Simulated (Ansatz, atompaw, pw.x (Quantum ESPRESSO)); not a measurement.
## From atom to crystal: PAW (atompaw) potential for carbon (C)

```json
{
 "Element": "C",
 "Generator": "atompaw 4.2.0.5",
 "Type": "PAW",
 "Functional": "PBE",
 "Relativity": "scalar-relativistic",
 "Frozen core": "[He]",
 "Valence charge": "4",
 "Reference configuration": "2s2 2p2",
 "Partial waves": "2s (bound): rc 2.10 bohr; 2s channel at -0.35 Ry: rc 2.10 bohr; 2p (bound): rc 2.10 bohr; 2p channel at 0.15 Ry: rc 2.10 bohr; 3d channel at 0.4 Ry: rc 1.75 bohr",
 "Local potential": "bessel scheme, radius 2.05 bohr",
 "Core correction": "smooth core density matched at 1.20 bohr",
 "Augmentation charge": "besselshape compensation charge, radius 1.90 bohr; PAW radius 2.10 bohr; waves and projectors: custom polynom vanderbiltortho"
}
```

Atomic tests: cutoffs needed: 15 Ry and 18 Ry (the cutoffs (Ry, on a coarse ladder) from which the occupation-weighted sum of valence levels, in a spherical-Bessel basis at the reference potential, stays within 10 and 1 mRy of its value at 400 Ry); ghost test: no extra level below or beside the all-electron valence levels (s, p, d, f tested) (spherical-Bessel basis up to 400 Ry, 20 bohr box); lowest eigenvalue of the overlap operator: 0.41 (s channel).

Crystal test: bcc C in pw.x 7.5, no spin, 18³ k-points, Fermi–Dirac smearing 0.01 Ry, cutoffs 40/400 Ry. The reference is all-electron LAPW (Ansatz 0.2.0) with the same functional, mesh and smearing; V0 and B0 come from Birch–Murnaghan fits to the pressures at five volumes. Errors are pseudo minus all-electron; Δ is the rms difference of the E(V) curves that follow from these fits, minima aligned, over ±6 % about the mean V0. Mesh and smearing are coarse, so the numbers serve the comparison and aren't converged zero-temperature values; the lattice is a test structure that the element need not adopt.

All-electron: a0 = 2.375 Å (V0 = 6.70 Å³/atom), B0 = 182.8 GPa.

Q: How far does the potential miss the all-electron equation of state?

A: mean pressure error (GPa): +5.16; a0 (Å): 2.394; a0 error (%): +0.82; B0 error (%): -0.7; Δ (meV/atom): 6.6. The largest radius (2.10 bohr) exceeds half the bond length (1.93 bohr), so the spheres overlap, which is one possible source of error among others. This is a poor potential for the solid.

| V (Å³/atom) | P all-electron (GPa) | P pseudo (GPa) |
| --- | --- | --- |
| 6.226 | 15.56 | 21.82 |
| 6.390 | 9.46 | 15.11 |
| 6.554 | 4.10 | 9.20 |
| 6.718 | -0.60 | 4.00 |
| 6.882 | -4.71 | -0.54 |

Q: At the middle volume, how do free energy and pressure move when the wave cutoff is lowered (ecutrho held at 400 Ry)?

A:

| cutoff (Ry) | shift of F (meV/atom) | shift of P (GPa) |
| --- | --- | --- |
| 18 | +9.4 | -0.25 |
| 24 | +4.7 | -0.34 |
| 32 | +0.3 | -0.07 |

The run at the middle volume (195 k-points, 6 iterations) took about 4.2 s on one core of a shared host (Intel(R) Xeon(R) Platinum 8488C, 192 threads, 744 GiB, load 85).
